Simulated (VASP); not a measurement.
# GaN (Fm-3m) in VASP: notebook

The runs below take GaN through single point, with r2SCAN.

Everything below comes from runs of VASP 6.6.1. Logs are shortened: lines on timing, memory, paths and dates and some standing lists are left out, and cuts for length are marked.

## 1. The crystal as given

It takes space group Fm-3m (No. 225, cubic). Conventional cell: a = 4.270 Å, b = 4.270 Å, c = 4.270 Å, α = 90.00°, β = 90.00°, γ = 90.00°. Ga (site symmetry m-3m) has 6 N at 2.14 Å as nearest neighbours. N (site symmetry m-3m) is surrounded by 6 Ga at 2.14 Å.

Measurements of this composition are mostly on another form, of space group No. 186.

## 2. Single point, r2SCAN

INCAR reads:

```
PREC = Accurate
ENCUT = 600
EDIFF = 1E-7
ISMEAR = 0
SIGMA = 0.05
LREAL = F
LASPH = T
NELM = 100
ALGO = Normal
ISIF = 2
LWAVE = F
LCHARG = F
METAGGA = R2SCAN
LMIXTAU = T
NBANDS = 16
ADDGRID = F
```

KPOINTS reads:

```
Automatic mesh
0
Gamma
  3 3 3
```

POSCAR reads:

```
GaN
1.0
    0.0000000000      2.1352350000      2.1352350000
    2.1352350000      0.0000000000      2.1352350000
    2.1352350000      2.1352350000      0.0000000000
Ga N
1 1
Direct
    0.0000000000      0.0000000000      0.0000000000
    0.5000000000      0.5000000000      0.5000000000
```

Potentials or basis: VASP PAW PBE potentials, release 64 (Ga_d, N).

Run with:

```sh
$ cat potpaw_PBE.64/Ga_d/POTCAR potpaw_PBE.64/N/POTCAR > POTCAR
$ mpirun -np 1 vasp_std > vasp.out
```

OUTCAR:

```text
PREC = Accurate
   ENCUT = 600
   EDIFF = 1E-7
   ISMEAR = 0
   LREAL = F
   LASPH = T
   NELM = 100
   ISIF = 2
   METAGGA = R2SCAN

 Found      4 irreducible k-points:

 Following reciprocal coordinates:
            Coordinates               Weight
  0.000000  0.000000  0.000000      1.000000
  0.333333  0.000000  0.000000      8.000000
  0.333333  0.333333  0.000000      6.000000
 -0.333333  0.333333  0.000000     12.000000
   k-points           NKPTS =      4   k-points in BZ     NKDIM =      4   number of bands    NBANDS=     16
   number of dos      NEDOS =    301   number of ions     NIONS =      2
   total plane-waves  NPLWV =  13824
   dimension x,y,z NGX =    24 NGY =   24 NGZ =   24
   dimension x,y,z NGXF=    48 NGYF=   48 NGZF=   48
   ions per type =               1   1
   NGX,Y,Z   is equivalent  to a cutoff of  13.21, 13.21, 13.21 a.u.
   NGXF,Y,Z  is equivalent  to a cutoff of  26.43, 26.43, 26.43 a.u.
 SYSTEM =  unknown system
   PREC   = accura    normal or accurate (medium, high low for compatibility)
   ISTART =      0    job   : 0-new  1-cont  2-samecut
   ICHARG =      2    charge: 1-file 2-atom 10-const
   ISPIN  =      1    spin polarized calculation?
   LNONCOLLINEAR =      F non collinear calculations
   LSORBIT =      F    spin-orbit coupling
   LASPH  =      T    aspherical Exc in radial PAW
   ENCUT  =  600.0 eV  44.10 Ry    6.64 a.u.   6.03  6.03  6.03*2*pi/ulx,y,z
   NELM   =    100;   NELMIN=  2; NELMDL= -5     # of ELM steps
   EDIFF  = 0.1E-06   stopping-criterion for ELM
   LREAL  =      F    real-space projection
   EDIFFG = 0.1E-05   stopping-criterion for IOM
   NSW    =      0    number of steps for IOM
   IBRION =     -1    ionic relax: 0-MD 1-quasi-New 2-CG
   NFREE  =      0    steps in history (QN), initial steepest desc. (CG)
   ISIF   =      2    stress and relaxation
   ISYM   =      2    0-nonsym 1-usesym 2-fastsym
   POTIM  = 0.5000    time-step for ionic-motion
   TEBEG  =    0.0;   TEEND  =   0.0 temperature during run
   PSTRESS=    0.0 pullay stress
   NELECT =      18.0000    total number of electrons
   NUPDOWN=      -1.0000    fix difference up-down
   EMIN   =  10.00;   EMAX   =-10.00  energy-range for DOS
   EFERMI =   0.00;   METHOD = LEGACY
   ISMEAR =     0;   SIGMA  =   0.05  broadening in eV -4-tet -1-fermi 0-gaus
   EFERMI_NEDOS =   21; number of points for ismear=-14 and -15
   IALGO  =     38    algorithm
   IMIX   =      4    mixing-type and parameters
     AMIX     =   0.40;   BMIX     =  1.00
     AMIX_MAG =   1.60;   BMIX_MAG =  1.00
  volume/ion in A,a.u.               =       9.74        65.70
  Fermi-wavevector in a.u.,A,eV,Ry     =   1.594814  3.013761 34.605481  2.543431
  Thomas-Fermi vector in A             =   2.692830
   LORBIT       =      0    0 simple, 1 ext, 2 COOP (PROOUT), +10 PAW based schemes
   METAGGA = R2SCAN    functional components
   LHFCALC =     F    Hartree Fock is set to
   AEXX    =    0.0000 exact exchange contribution
   IVDW    =     0    specifies the selected vdW correction
   LEPSILON=     F    determine dielectric tensor
   LRPA    =     F    only Hartree local field effects (RPA)
 non-spin polarized calculation
 Gauss-broadening in eV      SIGMA  =   0.05
  energy-cutoff  :      600.00
  volume of cell :       19.47
 maximum number of plane-waves:       650
   NGX = 13   NGY = 13   NGZ = 13

 number of electron      18.0000005 magnetization

 Free energy of the ion-electron system (eV)
  ---------------------------------------------------
  ext. energy  EPLUGINS =         0.00000000
  ---------------------------------------------------
  free energy    TOTEN  =       -20.47178089 eV

  energy without entropy =      -20.47178089  energy(sigma->0) =      -20.47178089

 E-fermi :   7.4663     XC(G=0): -13.9383

 val. band max:        7.2238530041   @ k =   0.3333   0.0000   0.0000
 cond. band min:       9.8584074927   @ k =   0.0000   0.0000   0.0000
 fundamental gap:      2.6345544886
 Fermi energy:         7.4663413818

 k-point     1 :       0.0000    0.0000    0.0000
  band No.  band energies     occupation
      1     -10.3183      2.00000
      2      -7.2483      2.00000
      3      -7.2482      2.00000
      4      -7.2482      2.00000
      5      -7.1842      2.00000
      6      -7.1842      2.00000
[... 8 lines left out ...]
     15      23.7339      0.00000
     16      23.7339      0.00000

 k-point     2 :       0.3333    0.0000    0.0000
  band No.  band energies     occupation
      1      -8.4356      2.00000
      2      -7.3570      2.00000
      3      -7.3570      2.00000
      4      -7.2945      2.00000
      5      -7.0972      2.00000
      6      -7.0972      2.00000
[... 8 lines left out ...]
     15      27.5045      0.00000
     16      27.5046      0.00000

 k-point     3 :       0.3333    0.3333    0.0000
  band No.  band energies     occupation
      1      -8.9262      2.00000
      2      -7.3634      2.00000
      3      -7.1102      2.00000
      4      -7.0725      2.00000
      5      -7.0725      2.00000
      6      -6.1728      2.00000
[... 8 lines left out ...]
     15      32.3670      0.00000
     16      35.1764      0.00000

 k-point     4 :      -0.3333    0.3333    0.0000
  band No.  band energies     occupation
      1      -8.5033      2.00000
      2      -7.3012      2.00000
      3      -7.2701      2.00000
      4      -7.1704      2.00000
      5      -7.0540      2.00000
      6      -5.1348      2.00000
[... 8 lines left out ...]
     15      29.1779      0.00000
     16      31.4265      0.00000

------------------------ aborting loop because EDIFF is reached ----------------------------------------

  FORCE on cell =-STRESS in cart. coord.  units (eV):
  Direction    XX          YY          ZZ          XY          YZ          ZX
  --------------------------------------------------------------------------------------
  -------------------------------------------------------------------------------------
  Total       -0.9505264     -0.9505264     -0.9505264     -0.0000000      0.0000000      0.0000000
  in kB      -78.2181835    -78.2181835    -78.2181835     -0.0000000      0.0000000      0.0000000
  external PRESSURE =     -78.2181835 kB  Pullay stress =       0.0000000 kB

 VOLUME and BASIS-vectors are now :
 -----------------------------------------------------------------------------
  energy-cutoff  :      600.00
  volume of cell :       19.47
      direct lattice vectors                 reciprocal lattice vectors
     0.000000000  2.135235000  2.135235000    -0.234166263  0.234166263  0.234166263
     2.135235000  0.000000000  2.135235000     0.234166263 -0.234166263  0.234166263
     2.135235000  2.135235000  0.000000000     0.234166263  0.234166263 -0.234166263

 POSITION                                       TOTAL-FORCE (eV/Angst)
 -----------------------------------------------------------------------------------
      0.00000      0.00000      0.00000        -0.000000      0.000000      0.000000
      2.13524      2.13524      2.13524         0.000000     -0.000000     -0.000000
 -----------------------------------------------------------------------------------
    total drift:                                0.000000     -0.000000     -0.000000

  FREE ENERGIE OF THE ION-ELECTRON SYSTEM (eV)
  ---------------------------------------------------
  free  energy   TOTEN  =       -20.4717808919 eV

  energy  without entropy=      -20.4717808919  energy(sigma->0) =      -20.47178089
```

Run time: 24 s. Hardware: 1 thread of AMD EPYC 7R43 (Zen 3), shared host; peak memory 0.11 GiB.

The run converged, but some of its settings lie outside the range that counts as converged, so its numbers aren't taken as properties of the crystal.

What came out:

| Item | Value |
| --- | --- |
| Free energy | -20.4718 eV |
| Pressure | -7.8 GPa |
| Band gap on the k mesh | 2.63 eV, indirect (least direct gap 2.84 eV) |

Caveat: the k mesh is coarse (spacing up to 0.85 Å⁻¹), so the values aren't converged; the PAW data sets were made with another functional, which shifts forces and pressure a little; an odd mesh through Γ misses points on the zone boundary, where band edges often lie.

## 3. Single point, r2SCAN

Changes to INCAR since step 2:

```diff
@@ -1,3 +1,3 @@
 PREC = Accurate
-ENCUT = 600
+ENCUT = 350
 EDIFF = 1E-7
```

KPOINTS reads:

```
Automatic mesh
0
Gamma
  4 4 4
```

POSCAR is that of step 2.

Potentials or basis: VASP PAW PBE potentials, release 64 (Ga_d, N).

Run with:

```sh
$ cat potpaw_PBE.64/Ga_d/POTCAR potpaw_PBE.64/N/POTCAR > POTCAR
$ mpirun -np 1 vasp_std > vasp.out
```

It took 20 s on 1 thread of AMD EPYC 7R43 (Zen 3), shared host; peak memory 0.08 GiB.

The run converged, but a check on its numbers failed (symmetry, net force, bounds or a known fault of this set-up), so they aren't taken as properties of the crystal.

Caveat: the k mesh is coarse (spacing up to 0.64 Å⁻¹), so the values aren't converged; the cutoff lies under the usual one of these potentials, so the numbers hold a large basis-set error; the PAW data sets were made with another functional, which shifts forces and pressure a little.

## 4. Single point, r2SCAN

Changes to INCAR since step 3:

```diff
@@ -1,3 +1,3 @@
 PREC = Accurate
-ENCUT = 350
+ENCUT = 400
 EDIFF = 1E-7
```

KPOINTS is that of step 3.

POSCAR is that of step 3.

Run with:

```sh
$ cat potpaw_PBE.64/Ga_d/POTCAR potpaw_PBE.64/N/POTCAR > POTCAR
$ mpirun -np 1 vasp_std > vasp.out
```

Wall time 24 s (1 thread of AMD EPYC 7R43 (Zen 3), shared host); peak memory 0.09 GiB.

These settings aren't checked as converged: the numbers below hold their error.

Results:

* Free energy: -20.8059 eV
* Band gap on the k mesh: 0.99 eV, indirect (least direct gap 2.87 eV)

Caveat: the k mesh is coarse (spacing up to 0.64 Å⁻¹), so the values aren't converged; the cutoff is under 1.25 times the usual one of these potentials, so pressure, stress and relaxed cells hold a basis-set (Pulay) error; the PAW data sets were made with another functional, which shifts forces and pressure a little.
